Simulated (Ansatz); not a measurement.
The following input was run with Ansatz 0.2.0.

```yaml
crystal:
  lattice:
    - [3.1682445912, 0.0, 0.0]
    - [-1.5841222956, 2.7437803014, 0.0]
    - [0.0, 0.0, 4.9202552]
  atoms:
    - { symbol: Al, position: [0.3333333333, 0.6666666667, 0.0120530333] }
    - { symbol: Al, position: [0.6666666667, 0.3333333333, 0.5120530333] }
    - { symbol: "N", position: [0.3333333333, 0.6666666667, 0.3729469667] }
    - { symbol: "N", position: [0.6666666667, 0.3333333333, 0.8729469667] }
basis:
  ecutwfc: 420
kpoints:
  mp_grid: { grid: [9, 9, 6] }
hamiltonian:
  xc: pbesol
scf:
  occupations: { method: gaussian, width: 0.02 }
output:
  forces: true
  stress: true
  eigenvalues: true
```

Command:
```bash
ansatz run input.yaml --threads 1 --pin off --max-ram 1331MiB --backend cpu --events-out ev --progress --plain --runs-dir out
```

All numbers below come from Ansatz 0.2.0, DFT PBEsol, scalar-relativistic, plane waves, PAW.

Abridged output (iterations and final results):

```
SCF iter   1: F=—  HF=-1811.635490 eV  |F-HF|=—  |Δ(HF+E_count)|=         —  Δρ=1.01e-2  dr2=4.72e-2  ethr=1.77e-3  ⟨swp⟩=6.2  Hψ=3922  notcnv=0
SCF iter   2: F=—  HF=-1811.622263 eV  |F-HF|=—  |Δ(HF+E_count)|=   1.32e-2  Δρ=1.31e-3  dr2=8.14e-4  ethr=2.95e-4  ⟨swp⟩=3.0  Hψ=1429  notcnv=0
SCF iter   3: F=—  HF=-1811.622119 eV  |F-HF|=—  |Δ(HF+E_count)|=   1.45e-4  Δρ=4.65e-4  dr2=5.09e-5  ethr=5.08e-6  ⟨swp⟩=2.3  Hψ=913  notcnv=0
SCF iter   4: F=—  HF=-1811.622142 eV  |F-HF|=—  |Δ(HF+E_count)|=   2.31e-5  Δρ=2.04e-5  dr2=7.68e-8  ethr=3.18e-7  ⟨swp⟩=1.4  Hψ=685  notcnv=0
SCF iter   5: F=-1811.622142 eV  HF=-1811.622142 eV  |F-HF|=2.79e-10  |Δ(HF+E_count)|=   4.34e-8  Δρ=3.54e-6  dr2=1.98e-9  ethr=4.80e-10  ⟨swp⟩=2.0  Hψ=943  notcnv=0
SCF iter   6: F=-1811.622142 eV  HF=-1811.622142 eV  |F-HF|=3.02e-11  |Δ(HF+E_count)|=  6.71e-10  Δρ=4.16e-7  dr2=5.02e-11  ethr=1.24e-11  ⟨swp⟩=1.6  Hψ=1767  notcnv=0
SCF 1 converged in 6 iterations: F = -1811.622142 eV  dr2 = 5.02e-11
SCF converged after 6 iterations
Free energy (F): -1811.622142 eV
Harris-Foulkes:  -1811.622142 eV  (|F-HF|=3.02e-11)
Internal energy: -1811.622142 eV  (E = F + TS)
E sigma→0 (E₀):  -1811.622142 eV
Fermi energy:    8.673920 eV
--- Per-component energies (eV) ---
  E_band       = 25.337304
  E_kinetic    = 316.338454
  E_local      = -453.393583  (includes V_loc(G=0)·N_el)
  E_nonlocal   = 111.293707
  E_hartree    = 155.974574
  E_xc         = -200.942726
  E_vxc        = -214.353933  (∫ρ·V_xc dr)
  E_paw        = -1155.389663  (= ΣΔE_a)
  E_vpaw       = -46.496734  (= ΣTr[D̂ρ^β])
  E_aug_tail   = 0.000187  (compensation charges beyond the density's cutoff)
  E_ewald      = -585.597569
  E_core_change = 0.094476  (= ΣΔE_core)
  E_smearing   =  0.000000  (= −TS)
--- Forces (eV/Å), atoms counted from 1 ---
  atom   1  Al     0.00000000     0.00000000    -2.22840946
  atom   2  Al     0.00000000     0.00000000    -2.22840946
  atom   3  N      0.00000000     0.00000000     2.22840919
  atom   4  N      0.00000000     0.00000000     2.22840919
--- Stress (GPa, compression-positive) ---
      -11.364584       0.000000       0.000000
        0.000000     -11.364584       0.000000
        0.000000       0.000000      19.396666
  P = ⅓ Tr σ = -1.1108 GPa (-11.108 kbar)
--- Band table (eV; the first three rows and the last of 48) ---
  k-point 0: bands = ["-8.2318", "-5.9981", "0.8480", "5.9388", "5.9388", "6.5413", "6.6677", "6.6677", "10.6801", "12.8230", "16.9735", "17.4482"]
  k-point 1: bands = ["-8.1216", "-6.2156", "1.2150", "5.9851", "5.9851", "5.9963", "6.6164", "6.6164", "11.1174", "12.8993", "16.8275", "17.3995"]
  k-point 2: bands = ["-7.8022", "-6.7308", "2.1674", "4.8001", "6.1129", "6.1129", "6.4781", "6.4781", "11.9759", "12.9829", "16.6366", "17.4339"]
  k-point 47: bands = ["-5.7801", "-5.7801", "1.9148", "1.9148", "3.0668", "3.0668", "5.9535", "5.9535", "14.0398", "14.0398", "14.7450", "14.7450"]
```

The run converged.